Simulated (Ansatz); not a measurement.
# Relaxing Ga in the diamond type

First guess:

```xyz
2
Lattice="0.0000 2.9646 2.9646 2.9646 0.0000 2.9646 2.9646 2.9646 0.0000" Properties=species:S:1:pos:R:3 pbc="T T T"
Ga    0.0000    0.0000    0.0000
Ga    1.4823    1.4823    1.4823
```

Theory: DFT, PBE, PAW with Ansatz's default frozen-core files, scalar-relativistic (Ansatz 0.2.0).

Cell and atoms relax within the symmetry of the start on a 12×12×12 k mesh with 0.05 eV Fermi–Dirac smearing.

The start is built from a prototype, known or not as a phase of this compound; the cutoff is 420 eV.

Task: What is the pressure of the first guess?

Result: -0.87 GPa.

Task: What does it relax to?

Result: a = 5.877 Å, b = 5.877 Å, c = 5.877 Å, α = 90.00°, β = 90.00°, γ = 90.00° (conventional cell), 25.38 Å³ per atom:
```
CELL_PARAMETERS angstrom
0.00000 2.93864 2.93864
2.93864 0.00000 2.93864
2.93864 2.93864 0.00000
ATOMIC_POSITIONS crystal
Ga 0.00000 0.00000 0.00000
Ga 0.25000 0.25000 0.25000
```

Task: How much energy does the relaxation release?

Result: 2 meV/atom.
